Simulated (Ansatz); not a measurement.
Random displacements in C

All numbers below come from DFT r2SCAN, scalar-relativistic, plane waves, PAW (Ansatz). Cutoff 500 eV, Γ-centred 12×12×12 k-points, Gaussian smearing of 0.05 eV. No spin polarisation. Energies are free energies at this smearing, counted from the undisturbed cell; pressure is positive in compression.

The undisturbed cell (relaxed at this level):

```
C
1.0
     1.25567    0.72496   10.33600
    -1.25567    0.72496   10.33600
     0.00000   -1.44992   10.33600
C
10
Cartesian
  0.0000 0.0000 0.7696
  0.0000 0.0000 30.2384
  0.0000 0.0000 3.3704
  0.0000 0.0000 27.6376
  0.0000 0.0000 4.9107
  0.0000 0.0000 26.0973
  0.0000 0.0000 11.6234
  0.0000 0.0000 19.3845
  0.0000 0.0000 13.1887
  0.0000 0.0000 17.8193
```

The atoms are displaced (Å, in the unstrained cell):

```csv
atom,ux,uy,uz
C1,0.053,0.184,0.040
C2,-0.074,-0.478,0.048
C3,-0.539,0.342,-0.024
C4,-0.172,-0.221,-0.024
C5,0.278,0.368,0.814
C6,0.231,0.096,-0.568
C7,0.102,0.243,-0.141
C8,-0.094,-0.448,-0.178
C9,-0.003,0.029,-0.145
C10,0.218,-0.113,0.178
```

Strain (Voigt, engineering shear): (0.0087, 0.0917, -0.0113, 0.1071, 0.1568, -0.0208).

Question: What are the energy change, the stress and the forces?

Answer: ΔE = 1916.9 meV/atom; stress (xx, yy, zz, yz, xz, xy; compression positive) (22.51, -38.73, 79.00, -42.45, -56.48, 10.63) GPa.
```tsv
atom	Fx (eV/Å)	Fy	Fz
C1	2.79	-0.50	-4.07
C2	0.92	4.11	-4.01
C3	-1.25	0.84	2.06
C4	-3.33	-3.08	0.56
C5	1.88	0.71	-4.58
C6	3.00	-3.23	0.54
C7	-4.51	-2.50	5.67
C8	0.34	-1.78	16.18
C9	-1.19	1.51	0.06
C10	1.34	3.93	-12.42
```

Cost: 1 run of about 1.6 core-minutes, on AMD EPYC 9R45 (Zen 5) (shared hosts).